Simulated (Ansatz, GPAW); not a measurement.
Given: the input of a run of GPAW 26.7.0 (ASE script) on Fe2Ge. The cell is a database's computed one, not the measured one.

The input run.py:

```python
from ase import Atoms
from ase.dft.bandgap import bandgap
from ase.io import write
from ase.units import Bohr, GPa
from gpaw import GPAW, PW, setup_paths
from gpaw.elf import elf_from_dft_calculation

setup_paths.insert(0, '.')

atoms = Atoms(['Ge', 'Ge', 'Fe', 'Fe', 'Fe', 'Fe'],
              cell=[[4.1328681392, 0.0, 0.0],
                    [-2.0664340696, 3.5791687991, 0.0],
                    [0.0, 0.0, 5.008752]],
              scaled_positions=[[0.3333333333, 0.6666666667, 0.75],
                                [0.6666666667, 0.3333333333, 0.25],
                                [0.3333333333, 0.6666666667, 0.25],
                                [0.6666666667, 0.3333333333, 0.75],
                                [0.0, 0.0, 0.5],
                                [0.0, 0.0, 0.0]],
              pbc=True)
atoms.set_initial_magnetic_moments([0.0, 0.0, 3.0, 3.0, 3.0, 3.0])

calc = GPAW(mode=PW(600),
            xc='PBEsol',
            kpts={'size': (8, 8, 6), 'gamma': True},
            occupations={'name': 'fermi-dirac', 'width': 0.05},
            nbands=41,
            convergence={'density': 1e-05, 'energy': 1e-05},
            maxiter=150,
            txt='gpaw.txt')
atoms.calc = calc
energy = atoms.get_potential_energy()
forces = atoms.get_forces()
stress = atoms.get_stress()
calc.write('gs.gpw')
write('result.traj', atoms)
print(f'Energy: {energy:.6f} eV')
print('Forces (eV/A):')
print(forces.round(4))
print('Stress (GPa):', (stress / GPa).round(3))
print('Moments:', calc.get_magnetic_moments().round(3))
print('Fermi level:', round(calc.get_fermi_level(), 4), 'eV')
print(f'Gap: {bandgap(calc)[0]:.4f} eV, direct: {bandgap(calc, direct=True)[0]:.4f} eV')

# fields on the real-space grid
write('density.cube', atoms, data=calc.get_pseudo_density() * Bohr**3)
write('potential.cube', atoms, data=calc.get_electrostatic_potential())
write('spin.cube', atoms, data=(calc.get_pseudo_density(spin=0) - calc.get_pseudo_density(spin=1)) * Bohr**3)
write('elf.cube', atoms, data=elf_from_dft_calculation(calc).data)
```

Potentials or basis: PAW data sets generated in the run's folder for this functional, pw.

Run with:

```bash
$ gpaw-setup -f PBEsol Fe Ge
$ OMP_NUM_THREADS=1 python run.py
```

Translate it to Ansatz 0.2.0. Potentials or basis there: Ansatz PAW, cutoff 420 eV.

As run (cutoffs and basis follow the program's own potentials, and thresholds, step limits or extra output files can differ):

File input.yaml:

```yaml
crystal:
  lattice:
    - [4.1328681392, 0.0, 0.0]
    - [-2.0664340696, 3.5791687991, 0.0]
    - [0.0, 0.0, 5.008752]
  atoms:
    - { symbol: Ge, position: [0.3333333333, 0.6666666667, 0.75] }
    - { symbol: Ge, position: [0.6666666667, 0.3333333333, 0.25] }
    - { symbol: Fe, position: [0.3333333333, 0.6666666667, 0.25], spin: 3.0 }
    - { symbol: Fe, position: [0.6666666667, 0.3333333333, 0.75], spin: 3.0 }
    - { symbol: Fe, position: [0.0, 0.0, 0.5], spin: 3.0 }
    - { symbol: Fe, position: [0.0, 0.0, 0.0], spin: 3.0 }
hamiltonian:
  xc: pbesol
  pseudopotentials: { kind: paw }
magnetization:
  spin_polarized: true
kpoints:
  mp_grid: { grid: [8, 8, 6] }
scf:
  occupations: { method: fermi_dirac, width: 0.05 }
output:
  forces: true
  stress: true
  eigenvalues: true
```

Potentials or basis: Ansatz PAW.

Launch:

```bash
$ ansatz run input.yaml --threads 1 --pin off --max-ram 3584MiB --backend cpu --events-out ev --progress --plain --runs-dir out
```

Both were run:

|  | GPAW | Ansatz |
| --- | --- | --- |
| Pressure | -7.6 GPa | -9.1 GPa |
| Net moment | 7.58 μB per cell | 7.61 μB per cell |

Ansatz's pressure holds a Pulay term of +0.07 GPa for its cutoff of 420 eV, which the other run lacks.

The potentials hold 40 and 92 valence electrons a cell.

Ansatz's potentials were made for PBE.

Where Ansatz's input types no cutoff or centring, it takes its own default and a Γ-centred mesh.

The magnetic state is the one that the start led to; the real crystal's order can differ.

Pressure is positive in compression.
